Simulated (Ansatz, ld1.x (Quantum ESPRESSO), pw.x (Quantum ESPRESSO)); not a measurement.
## What a changed setting does to a pw.x run (fcc B)

Potential: PAW, ld1.x (Quantum ESPRESSO) 7.5, PBE; core [He], reference 2s2 2p1; waves: 2s (bound): rcut 1.50, rcutus 1.60 bohr; 2s channel at 0.15 Ry: rcut 1.50, rcutus 1.60 bohr; 2p (bound): rcut 2.20, rcutus 2.75 bohr; 2p channel at 0.1 Ry: rcut 2.20, rcutus 2.75 bohr; 3d channel at 0.35 Ry: rcut 2.25, rcutus 2.65 bohr; 3d channel at 1.15 Ry: rcut 2.25, rcutus 2.65 bohr; local part: all-electron potential smoothed inside 2.00 bohr (lloc = -1); core correction: Bessel-smoothed model core inside 1.20 bohr; augmentation: GAUSS, radius 1.65 bohr.

The reference run (k-mesh 18³, cutoffs 40/320 Ry, Fermi–Dirac 0.01 Ry, mixing_beta 0.4, conv_thr 1e-9, no spin) gives 1.56 GPa at 5.898 Å³/atom, where all-electron LAPW gives -0.40 GPa. This run, with its own iteration cap, changes smearing to mv.

```
&control
  calculation='scf', prefix='x', pseudo_dir='./', outdir='./tmp', tstress=.true., disk_io='none'
/
&system
  ibrav=0, nat=1, ntyp=1, ecutwfc=40, ecutrho=320, nbnd=8,
  occupations='smearing', smearing='mv', degauss=0.01
/
&electrons
  conv_thr=1e-09, mixing_beta=0.4, electron_maxstep=50
/
ATOMIC_SPECIES
B 1.0 B.UPF
CELL_PARAMETERS angstrom
  0.00000000 1.43403007 1.43403007
  1.43403007 0.00000000 1.43403007
  1.43403007 1.43403007 0.00000000
ATOMIC_POSITIONS crystal
B 0.0000 0.0000 0.0000
K_POINTS automatic
18 18 18 0 0 0
```

```bash
pw.x < B.scf.in > B.scf.out
```

Task: How does the run end?

Result: It converges in 7 iterations; the free energy moves by +7.8 meV/atom and the pressure by -0.25 GPa. This scheme is built to cancel the term in the square of the width that Fermi–Dirac smearing leaves in the F of a metal.

```
Message from routine setup:
     using ibrav=0 with symmetry is DISCOURAGED, use correct ibrav instead
     lattice parameter (alat)  =       3.8324  a.u.
     unit-cell volume          =      39.8017 (a.u.)^3
     number of electrons       =         3.00
     number of Kohn-Sham states=            8
     kinetic-energy cutoff     =      40.0000  Ry
     charge density cutoff     =     320.0000  Ry
     scf convergence threshold =      1.0E-09
     Exchange-correlation= SLA  PW   PBX  PBC
     number of k points=   195  Marzari-Vanderbilt smearing, width (Ry)=  0.0100
     iteration #  1     ecut=    40.00 Ry     beta= 0.40
     total energy              =     -11.35170198 Ry
     estimated scf accuracy    <       0.00592687 Ry
     iteration #  2     ecut=    40.00 Ry     beta= 0.40
     total energy              =     -11.35936844 Ry
     estimated scf accuracy    <       0.00223619 Ry
     iteration #  3     ecut=    40.00 Ry     beta= 0.40
     total energy              =     -11.35950728 Ry
     estimated scf accuracy    <       0.00000384 Ry
     iteration #  4     ecut=    40.00 Ry     beta= 0.40
     total energy              =     -11.35952130 Ry
     estimated scf accuracy    <       0.00000134 Ry
     iteration #  5     ecut=    40.00 Ry     beta= 0.40
     total energy              =     -11.35952410 Ry
     estimated scf accuracy    <       0.00000002 Ry
     iteration #  6     ecut=    40.00 Ry     beta= 0.40
     total energy              =     -11.35952511 Ry
     estimated scf accuracy    <          5.9E-09 Ry
     iteration #  7     ecut=    40.00 Ry     beta= 0.40
     the Fermi energy is    14.0291 ev
!    total energy              =     -11.35952568 Ry
     estimated scf accuracy    <          2.5E-10 Ry
     smearing contrib. (-TS)   =      -0.00005192 Ry
     convergence has been achieved in   7 iterations
          total   stress  (Ry/bohr**3)                   (kbar)     P=       13.19
     Message from routine punch:
     Nothing written, as per user request (disk_io='none')
```

The run took about 3.4 s on one core of a shared host (Neoverse-V2, 96 threads, 742 GiB, load 50).
